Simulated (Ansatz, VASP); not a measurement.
## One calculation of InP, two programs

Contents of INCAR:

```
PREC = Accurate
ENCUT = 520
EDIFF = 1E-6
ISMEAR = 0
SIGMA = 0.01
LREAL = False
LASPH = True
NELM = 60
ALGO = Normal
ISIF = 2
LWAVE = False
LCHARG = False
GGA = PS
NBANDS = 16
```

The input KPOINTS:

```
regular mesh
0
Gamma
  8 8 8
```

POSCAR

```
InP
1.0
    0.0000000000      2.9305000000      2.9305000000
    2.9305000000      0.0000000000      2.9305000000
    2.9305000000      2.9305000000      0.0000000000
In P
1 1
Direct
    0.0000000000      0.0000000000      0.0000000000
    0.7500000000      0.7500000000      0.7500000000
```

Input for Ansatz:

```yaml
crystal:
  lattice:
    - [0.0, 2.9305, 2.9305]
    - [2.9305, 0.0, 2.9305]
    - [2.9305, 2.9305, 0.0]
  atoms:
    - { symbol: In, position: [0.0, 0.0, 0.0] }
    - { symbol: P, position: [0.75, 0.75, 0.75] }
kpoints:
  mp_grid: { grid: [8, 8, 8] }
scf:
  occupations: { method: fixed }
hamiltonian:
  xc: pbesol
  pseudopotentials: { kind: all_electron, lapw: { basis_error: 0.001 } }
output:
  forces: true
  stress: true
  eigenvalues: true
  eigenstates:
    nscf_kmesh: { grid: [16, 16, 16] }
    de_dk: true
    e_range: [-9, 10.60359]
  optics:
    e_range: [0, 20]
    de: 0.2
    sigma: 0.15
    bands: { spectra_wanted_up_to: 20 }
    nscf_kmesh: { grid: [16, 16, 16] }
checkpoint:
  write: ck
  write_wavefunctions: false
```

Alike in both runs: task single point; functional PBEsol; k mesh 8 × 8 × 8; no spin polarisation.

|  | VASP | Ansatz |
| --- | --- | --- |
| version | VASP 6.6.1 | Ansatz 0.2.0 |
| potentials or method | VASP PAW PBE potentials, release 64 (In_d, P) | all-electron LAPW, scalar-relativistic |
| plane-wave cutoff (eV) | 520 | see its input |
| occupations | gaussian, width 0.01 eV | fixed |

|  | VASP | Ansatz | Ansatz less VASP |
| --- | --- | --- | --- |
| gap on the k mesh at the Fermi level (eV) | 0.61 | 0.61 | 0.000 |
| pressure (GPa) | 0.6 | 0.6 | +0.02 |

Ansatz ran all-electron here, so the differences hold the error of VASP's frozen core and of both bases.

Caveats: the PAW data sets were made with another functional, which shifts forces and pressure a little (VASP); spin-orbit coupling is left out, which moves the levels of the heavy elements. A hybrid or GW would open this gap; PBEsol tends to underestimate it.
